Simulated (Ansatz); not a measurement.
**Pt: relaxed-ion elastic tensor**

Theory: Ansatz 0.2.0, DFT PBE, scalar-relativistic, plane waves, PAW. Settings: 420 eV plane-wave cutoff, Γ-centred 28×28×28 mesh, Fermi-Dirac smearing of 0.15 eV. No spin polarisation.

Equilibrium structure at this level:
```
Pt
1.0
    -1.70148    1.70148    1.36994
     1.70148   -1.70148    1.36994
     1.70148    1.70148   -1.36994
Pt
1
Direct
  0.50000 0.50000 0.00000
```

The cell was found from a structure generator's guess, not taken from experiment. In a metal, frequencies and elastic constants depend on the k mesh and the smearing, soft modes and shear constants most. Spin–orbit coupling is left out, which matters for heavy elements. This form isn't the element's ground state: it lies 9 meV/atom above the standard structure at this level.

Task: Give the relaxed-ion elastic constants (GPa, Voigt order xx yy zz yz xz xy, on the Cartesian axes of the cell above).

Result:
```
255.8 247.3 172.9   0.0   0.0   0.0
247.3 255.8 172.9   0.0   0.0   0.0
172.9 172.9 453.6   0.0   0.0   0.0
  0.0   0.0   0.0 101.7   0.0   0.0
  0.0   0.0   0.0   0.0 101.7   0.0
  0.0   0.0   0.0   0.0   0.0 143.3
```

Task: Is the crystal stable against homogeneous strain?

Result: Too close to call: the least eigenvalue is 8.5 GPa, within what the k mesh leaves open in a metal.
